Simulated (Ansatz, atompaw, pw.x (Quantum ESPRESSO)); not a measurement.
**W: does the PAW (atompaw) potential hold in the solid?**

atompaw 4.2.0.5 input, output lines left out:

```
W 74
GGA-PBE scalarrelativistic loggrid 2001 logderivrange -8 5 326
6 6 5 4 0 0
6 1 0
5 2 4
0 0 0
c
c
c
c
v
v
c
c
c
v
v
c
c
v
c
3
2.66 2.62 1.80 2.46
n
n
y
0.9
n
y
0.15
n
custom rrkj gramschmidtortho sinc
bessel
1.56
2.66
1.52
2.66
2.66
2.66
2.18
```

Crystal test: sc W in pw.x 7.5, no spin, 12³ k-points, Fermi–Dirac smearing 0.01 Ry, cutoffs 75/750 Ry. The reference is all-electron LAPW (Ansatz 0.2.0) with the same functional, mesh and smearing; V0 and B0 come from Birch–Murnaghan fits to the pressures at five volumes. Errors are pseudo minus all-electron; Δ is the rms difference of the E(V) curves that follow from these fits, minima aligned, over ±6 % about the mean V0. Mesh and smearing are coarse, so the numbers serve the comparison and aren't converged zero-temperature values; the lattice is a test structure that the element need not adopt.

```csv
V (Å³/atom),P all-electron (GPa),P pseudo (GPa)
17.612,9.79,8.79
18.076,3.46,2.57
18.539,-2.09,-2.87
19.002,-6.95,-7.66
19.466,-11.21,-11.84
```

All-electron: a0 = 2.638 Å (V0 = 18.36 Å³/atom), B0 = 216.4 GPa.

Pseudopotential: mean pressure error (GPa): -0.81; a0 (Å): 2.635; a0 error (%): -0.13; B0 error (%): -0.1; Δ (meV/atom): 3.4. The largest radius (2.66 bohr) exceeds half the bond length (2.50 bohr), so the spheres overlap, which is one possible source of error among others.

Task: At the middle volume, how do free energy and pressure move when the wave cutoff is lowered (ecutrho held at 750 Ry)?

Result:

```
cutoff (Ry)  shift of F (meV/atom)  shift of P (GPa)
         34                  +82.2             -4.09
         45                  +34.0             -0.34
         60                   +6.7             -0.36
```

The run at the middle volume (84 k-points, 8 iterations) took about 26 s on one core of a shared host (Intel(R) Xeon(R) 6975P-C, 192 threads, 378 GiB, load 79).
